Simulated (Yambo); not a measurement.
# BAs in Yambo: convergence with bands in self energy

The system is BAs.

```xyz
2
Lattice="0.0000 2.3885 2.3885 2.3885 0.0000 2.3885 2.3885 2.3885 0.0000" Properties=species:S:1:pos:R:3 pbc="T T T"
As    3.5827    3.5827    3.5827
B     0.0000    0.0000    0.0000
```

* Program: Yambo 5.3.0
* Task: G0W0 quasiparticle levels
* Functional: PBEsol
* Potentials or basis: PseudoDojo 0.4 SR PBEsol stringent
* Cutoff: 1415 eV
* Density cutoff: 5660 eV
* k mesh: 6 × 6 × 6
* Occupations: fixed
* Spin: no spin polarisation
* k mesh of the self-consistent run: 10 × 10 × 10
* Random integration of the Coulomb term: yes
* Direction of the field or of q to 0: x + y + z
* Broadening: 0.1 eV
* States corrected: Γ and the k points of the band edges
* Frequency dependence of W: plasmon pole
* Terminator of the band sum in the self-energy: none
* Quasiparticle equation: linearised (Newton)
* Imaginary frequency of the plasmon-pole fit: 27.2114 eV
* Bands in the response: 163
* Bands in the self-energy: 33
* Cutoff of the response matrix: 12 Ry
* Cutoff of exchange and Vxc: 104 Ry
* Bands corrected (first, last): [13, 15]

These are the settings of the first run; the series varies bands in self energy, with any setting tied to it.

```csv
bands in self energy,quasiparticle gap at the points computed (eV)
33,1.625
53,1.696
93,1.749
163,1.773
```

Against the tightest run, the quasiparticle gap at the points computed stays within 0.05 eV from 93 on. The tightest run that finished is the yardstick and may itself not be fully converged.

Caveat, for the tightest run too: this k mesh misses the band edges, so its gaps are larger than the crystal's; this version prints the column dSc/dw multiplied by 27.2; the quasiparticle gap listed is the Kohn-Sham gap on the denser mesh of the self-consistent run plus the correction found on the GW mesh, so it differs from the gap in the log.
